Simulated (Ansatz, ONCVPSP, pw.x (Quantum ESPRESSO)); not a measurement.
**Equation-of-state test of one ONCV potential (indium (In))**

* Element: In
* Generator: ONCVPSP 4.0.1.1 (patched build)
* Type: optimised norm-conserving Vanderbilt (ONCV)
* Functional: PBE
* Relativity: scalar-relativistic
* Frozen core: [Kr] 4d10
* Valence charge: 3
* Reference configuration: 5s2 5p1
* Partial waves: 5s: rc 2.10 bohr, ncon 4, nbas 8, qcut 2 1/bohr, 3 projectors, debl 3 Ha; 5p: rc 2.80 bohr, ncon 4, nbas 8, qcut 2.2 1/bohr, 2 projectors, debl 0.6 Ha; d scattering state at 0.22 Ha: rc 2.40 bohr, ncon 4, nbas 7, qcut 3.3 1/bohr, 2 projectors, debl 3 Ha
* Local potential: polynomial inside 1.45 bohr (lpopt 3, dvloc0 2 Ha)
* Core correction: none

Crystal test: fcc In in pw.x 7.5, no spin, 12³ k-points, Fermi–Dirac smearing 0.01 Ry, cutoffs 90/360 Ry. The reference is all-electron LAPW (Ansatz 0.2.0) with the same functional, mesh and smearing; V0 and B0 come from Birch–Murnaghan fits to the pressures at five volumes. Errors are pseudo minus all-electron; Δ is the rms difference of the E(V) curves that follow from these fits, minima aligned, over ±6 % about the mean V0. Mesh and smearing are coarse, so the numbers serve the comparison and aren't converged zero-temperature values; the lattice is a test structure that the element need not adopt.

All-electron: a0 = 4.791 Å (V0 = 27.50 Å³/atom), B0 = 34.9 GPa.

Question: How far does the potential miss the all-electron equation of state?

Answer: converged, but broken (pressure over 100 GPa off). The pressure does not cross zero within the volumes sampled, so no fit is given. The pseudo pressure rises with volume over the whole range, a mechanical instability. Note: ghosts flagged at negative energy: d at -1205.6 eV; GHOST(+) flagged for p at 72.3 eV, d at 110.8 eV, s at 182.5 eV, d at 352.3 eV. A true bound ghost makes a file unfit for plane-wave use. A pressure error of this size marks a broken potential; the numbers have no physical meaning.

```json
{"V (Å³/atom)": "26.366", "P all-electron (GPa)": "1.64", "P pseudo (GPa)": "-519.93"}
{"V (Å³/atom)": "27.060", "P all-electron (GPa)": "0.58", "P pseudo (GPa)": "-505.11"}
{"V (Å³/atom)": "27.754", "P all-electron (GPa)": "-0.32", "P pseudo (GPa)": "-412.64"}
{"V (Å³/atom)": "28.448", "P all-electron (GPa)": "-1.08", "P pseudo (GPa)": "-394.79"}
{"V (Å³/atom)": "29.142", "P all-electron (GPa)": "-1.74", "P pseudo (GPa)": "-377.05"}
```

Question: At the middle volume, how do free energy and pressure move when the wave cutoff is lowered (ecutrho kept at four times it)?

Answer:

```
cutoff (Ry)  shift of F (meV/atom)  shift of P (GPa)
         40             +2007669.2         -12625.64
         54             +1087423.8          -1477.03
         72              +511341.2         -17470.45
```

The run at the middle volume (72 k-points, 12 iterations) took about 19 s on one core of a shared host (Intel(R) Xeon(R) 6975P-C, 192 threads, 756 GiB, load 72).
